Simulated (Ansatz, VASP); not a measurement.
## Sb: VASP beside Ansatz

Contents of POSCAR:

```
Sb
1.0
    2.9587327796      0.0000000000      0.0000000000
    0.0000000000      2.9587327796      0.0000000000
    0.0000000000      0.0000000000      2.9587327796
Sb
1
Direct
    0.0000000000      0.0000000000      0.0000000000
```

INCAR.step1

```
PREC = Accurate
ENCUT = 520
ISMEAR = 0
SIGMA = 0.1
LREAL = False
LASPH = True
NELM = 80
NBANDS = 8
GGA = PE
ALGO = Normal
EDIFF = 1E-4
LWAVE = True
LCHARG = False
```

The input INCAR.step2:

```
PREC = Accurate
ENCUT = 520
EDIFF = 1E-7
ISMEAR = 0
SIGMA = 0.1
LREAL = False
LASPH = True
NELM = 80
ALGO = Normal
ISIF = 2
LWAVE = False
LCHARG = True
METAGGA = R2SCAN
LMIXTAU = True
LELF = True
LVHAR = True
NBANDS = 8
ISTART = 1
```

Contents of KPOINTS:

```
regular mesh
0
Gamma
  14 14 14
```

Input for Ansatz:

```yaml
crystal:
  lattice:
    - [2.9587327796, 0.0, 0.0]
    - [0.0, 2.9587327796, 0.0]
    - [0.0, 0.0, 2.9587327796]
  atoms:
    - { symbol: Sb, position: [0.0, 0.0, 0.0] }
basis:
  ecutwfc: 500
kpoints:
  mp_grid: { grid: [14, 14, 14] }
hamiltonian:
  xc: r2scan
scf:
  occupations: { method: gaussian, width: 0.1 }
output:
  forces: true
  stress: true
  eigenvalues: true
```

Alike in both runs: task single point; functional r2SCAN; k mesh 14 × 14 × 14; occupations gaussian, width 0.1 eV; no spin polarisation.

|  | VASP | Ansatz |
| --- | --- | --- |
| version | VASP 6.6.1 | Ansatz 0.2.0 |
| potentials or method | VASP PAW PBE potentials, release 64 (Sb) | scalar-relativistic, plane waves, PAW |
| plane-wave cutoff (eV) | 520 | 500 |
| valence electrons in the cell | 5 | 15 |

|  | VASP | Ansatz | Ansatz less VASP |
| --- | --- | --- | --- |
| gap on the k mesh at the Fermi level (eV) | none | none | - |
| pressure (GPa) | 10.2 | 10.0 | -0.20 |

A gap of «none» marks a metal or a gap that the smearing closes. The two sets of potentials don't hold the same shells in valence.

Caveats: the PAW data sets were made with another functional, which shifts forces and pressure a little (VASP). The runs have no spin-orbit coupling, so splittings on Sb are missing.
